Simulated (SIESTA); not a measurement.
**ZnF2 under changes of volume**

One of the cells (11.792 Å³/atom); the others are scaled copies at fixed shape and fractional positions:

```
Zn F
1.0
     4.73596    0.00000    0.00000
     0.00000    4.73596    0.00000
     0.00000    0.00000    3.15455
Zn F
2 4
Cartesian
  2.3680 2.3680 1.5773
  0.0000 0.0000 0.0000
  3.8001 0.9358 1.5773
  3.3038 3.3038 0.0000
  0.9358 3.8001 1.5773
  1.4322 1.4322 0.0000
```

| Item | Value |
| --- | --- |
| Program | SIESTA 5.4.2 |
| Functional | PBE |
| Potentials or basis | PseudoDojo 0.4 standard (PBE files) |
| Basis | DZP (energy shift 0.003 Ry; two zetas on semicore shells) |
| Grid cutoff | 800 Ry |
| Energy shift | 0.003 Ry |
| k mesh | 6 × 6 × 9 |
| Occupations | fermi-dirac, width 0.05 eV |
| Spin | no spin polarisation |

| volume (Å³/atom) | energy over the lowest point (meV/atom) | pressure (GPa) | gap on the mesh (eV) | largest force (eV/Å) |
| --- | --- | --- | --- | --- |
| 10.868 | 57.10 | 15.5 | 4.15 | 0.033 |
| 11.099 | 37.01 | 12.4 | 4.10 | 0.033 |
| 11.330 | 21.57 | 9.0 | 4.05 | 0.018 |
| 11.792 | 3.75 | 3.7 | 3.96 | 0.090 |
| 12.024 | ? | ? | ? | ? |
| 12.255 | 0.00 | -0.8 | 3.85 | 0.089 |

Task: What does the run at 12.024 Å³/atom give?

Result: Energy over the lowest point 0.23 meV/atom; pressure 1.2 GPa; gap on the mesh 3.91 eV; largest force 0.098 eV/Å.

Worked out: A Birch-Murnaghan fit of order 3 (a polynomial in V^(-2/3)) to the other rows has its minimum at 12.16 Å³/atom with B0 = V·E''(V) = 109 GPa and B' = 4.6 at fixed shape and positions, which overstates the stiffness. It gives 0.26 meV/atom at 12.024 Å³/atom, against the run's 0.23, and -dE/dV = 1.2 GPa, against 1.2. A straight line through the other rows of the gap, of slope -2.47 eV per unit of ln V, gives 3.90 eV, against the run's 3.91.

Energies are extrapolated to zero smearing.

Caveats: short orbitals over semicore shells can move pressures by several GPa; the valence orbitals were made in a potential fitted to the semicore shell under them, which widens gaps by tenths of an eV or more; an odd mesh through Γ misses points on the zone boundary, where band edges often lie; the basis of atomic orbitals isn't converged, which shifts pressures, moduli and gaps.
